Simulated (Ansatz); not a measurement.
Structure types of Pt at zero pressure (relativity switched off)

Structure types of Pt are relaxed in primitive cells with their symmetry kept at 0 GPa, first on PAW files, then by LAPW. The enthalpy is E + pV at zero temperature, without zero-point motion. Only the types listed were tried, and differences under about 5 meV/atom are mesh noise.

Computed with Ansatz 0.2.0; functional PBE, non-relativistic. Settings: Fermi–Dirac smearing of 0.05 eV, no spin polarisation. Methods: LAPW: all electrons, basis error target 0.5 meV/atom.

k meshes: fcc 18×18×18, bcc 18×18×18, hcp 17×17×9.

Q: Which type is lowest in enthalpy, and by how much?

A: fcc, 31 meV/atom below hcp. The whole table:

```tsv
start type	ends as	a, b, c (Å)	V (Å³/atom)	H − H(lowest), LAPW (meV/atom)
fcc	fcc, Fm-3m	4.177, 4.177, 4.177	18.22	0.0
bcc	bcc, Im-3m	3.324, 3.324, 3.324	18.37	33.0
hcp	hcp, P6_3/mmc	2.936, 2.936, 4.914	18.34	31.3
```
